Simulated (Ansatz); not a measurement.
**ZrS2: how the settings move a single-point run**

Aim: see which settings change the result for ZrS2, by how much, and at what cost.

Computed with Ansatz 0.2.0 (reference: DFT, r2SCAN, plane waves, PAW, unless a step's input says otherwise).

2 further runs of the same task are left out: 2 that didn't finish.

## 1. Starting point

The structure is trigonal, space group P-3m1 (No. 164). The conventional cell has a = 3.674 Å, b = 3.674 Å, c = 5.857 Å, α = 90.00°, β = 90.00°, γ = 120.00°. Around Zr (site symmetry -3m) lie 6 S at 2.57 Å. Around S (site symmetry 3m) lie 3 Zr at 2.57 Å.

Coordinates:

```
Zr S
1.0
     3.67440    0.00000    0.00000
    -1.83720    3.18212    0.00000
     0.00000    0.00000    5.85686
Zr S
1 2
Direct
  0.00000 0.00000 0.00000
  0.33333 0.66667 0.24623
  0.66667 0.33333 0.75377
```

## 2. Reference

input.yaml reads:

```yaml
crystal:
  lattice:
    - [3.6743990828, 0.0, 0.0]
    - [-1.8371995414, 3.1821229494, 0.0]
    - [0.0, 0.0, 5.8568562426]
  atoms:
    - { symbol: Zr, position: [0.0, 0.0, 0.0] }
    - { symbol: S, position: [0.3333333333, 0.6666666667, 0.2462324613] }
    - { symbol: S, position: [0.6666666667, 0.3333333333, 0.7537675387] }
kpoints:
  mp_grid: { grid: [6, 6, 4] }
hamiltonian:
  xc: r2scan
scf:
  occupations: { method: fixed }
  n_extra_bands: 4
output:
  forces: true
  stress: true
  eigenvalues: true
```

On the command line:

```sh
> ansatz run input.yaml --threads 4 --pin off --max-ram 3686MiB --backend cpu --events-out ev --progress --plain --runs-dir out
```

## 3. Changed: xc mr2scan

Changes to input.yaml since step 2:

```diff
@@ -12,3 +12,3 @@
 hamiltonian:
-  xc: r2scan
+  xc: mr2scan
 scf:
```

## 4. Variant: occupations.method methfessel_paxton, occupations.width 0.05

Changes to input.yaml since step 2:

```diff
@@ -14,3 +14,3 @@
 scf:
-  occupations: { method: fixed }
+  occupations: { method: methfessel_paxton, width: 0.05 }
   n_extra_bands: 4
```

## 5. Changing settings: occupations.method cold, occupations.width 0.05

Changes to input.yaml since step 2:

```diff
@@ -14,3 +14,3 @@
 scf:
-  occupations: { method: fixed }
+  occupations: { method: cold, width: 0.05 }
   n_extra_bands: 4
```

## 6. Variant: dispersion d3bj

Changes to input.yaml since step 2:

```diff
@@ -13,2 +13,3 @@
   xc: r2scan
+  dispersion: d3bj
 scf:
```

## 7. Variant: mp_grid.grid [8, 8, 1]

Changes to input.yaml since step 2:

```diff
@@ -10,3 +10,3 @@
 kpoints:
-  mp_grid: { grid: [6, 6, 4] }
+  mp_grid: { grid: [8, 8, 1] }
 hamiltonian:
```

## 8. Changing settings: occupations.method gaussian, occupations.width 0.5

Changes to input.yaml since step 2:

```diff
@@ -14,3 +14,3 @@
 scf:
-  occupations: { method: fixed }
+  occupations: { method: gaussian, width: 0.5 }
   n_extra_bands: 4
```

Before running it: what results should come out? Wanted: for each run, ending; energy change; pressure; gap; force.

As calculated:

| run | ending | energy change | pressure (GPa) | gap (eV) | force (eV/Å) | cycles | time |
| --- | --- | --- | --- | --- | --- | --- | --- |
| reference | converged | 0 | 0.9 | 1.19 | 0.04 | 6 | 2.5 s |
| 1: xc mr2scan | converged | not comparable | 0.9 | 1.19 | 0.04 | 6 | 2.5 s |
| 2: occupations.method methfessel_paxton, occupations.width 0.05 | converged | 0.0 meV/atom (σ→0) | 0.9 | 1.19 | 0.04 | 6 | 2.6 s |
| 3: occupations.method cold, occupations.width 0.05 | converged | 0.0 meV/atom (σ→0) | 0.9 | 1.19 | 0.04 | 6 | 2.5 s |
| 4: dispersion d3bj | converged | -164.9 meV/atom (offset of the dispersion model) | -0.2 | 1.19 | 0.04 | 6 | 2.5 s |
| 5: mp_grid.grid [8, 8, 1] | converged | -54.0 meV/atom | -0.1 | 1.35 | 0.01 | 6 | 1.8 s |
| 6: occupations.method gaussian, occupations.width 0.5 | converged | +1.1 meV/atom (σ→0) | 0.9 | 1.19 | 0.04 | 6 | 2.6 s |

Residual by cycle in the longest SCF loop of each run; runs are numbered as in the table. The quantity is the density residual dr2, in eV.

```csv
cycle,reference,run 1,run 2,run 3,run 4,run 5,run 6
1,0.0798,0.0798,0.08,0.08,0.0798,0.0809,0.0779
2,0.00895,0.00895,0.0089,0.0089,0.00895,0.0115,0.0086
3,7.8e-4,7.8e-4,7.9e-4,7.9e-4,7.8e-4,9.5e-4,7.8e-4
4,2.4e-5,2.4e-5,2.4e-5,2.4e-5,2.4e-5,3.5e-5,2.3e-5
5,8.6e-7,8.6e-7,9.2e-7,9.2e-7,8.6e-7,1.5e-6,9.4e-7
6,3.6e-8,3.6e-8,4.7e-8,4.7e-8,3.6e-8,5.8e-8,3.3e-8
```

**Reading.** No change moves the result by more than the table shows.
